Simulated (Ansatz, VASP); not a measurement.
# Be: VASP beside Ansatz

```
CELL_PARAMETERS angstrom
3.92978 0.00000 0.00000
0.00000 3.92978 0.00000
0.00000 0.00000 3.92978
ATOMIC_POSITIONS crystal
Be 0.50000 0.74617 0.00000
Be 0.00000 0.50000 0.25383
Be 0.74617 0.00000 0.50000
Be 0.50000 0.25383 0.00000
Be 0.00000 0.50000 0.74617
Be 0.25383 0.00000 0.50000
Be 0.50000 0.50000 0.50000
```

Alike in both runs: task relaxation of cell and atoms; functional PBE; k mesh 10 × 10 × 10; occupations gaussian, width 0.1 eV; no spin polarisation.

|  | VASP | Ansatz |
| --- | --- | --- |
| version | VASP 6.6.1 | Ansatz 0.2.0 |
| potentials or method | VASP PAW PBE potentials, release 64 (Be) | scalar-relativistic, plane waves, PAW |
| plane-wave cutoff (eV) | 600 | 420 |
| valence electrons in the cell | 14 | 14 |

```tsv
	VASP	Ansatz	Ansatz less VASP
gap on the k mesh at the Fermi level, each at its own relaxed structure (eV)	none	none	-
relaxed volume (Å³/atom)	8.69	8.69	-0.001
relaxed cell length with the largest relative difference (Å)	3.933	3.933	-0.0002
```

A gap of «none» marks a metal or a gap that the smearing closes.
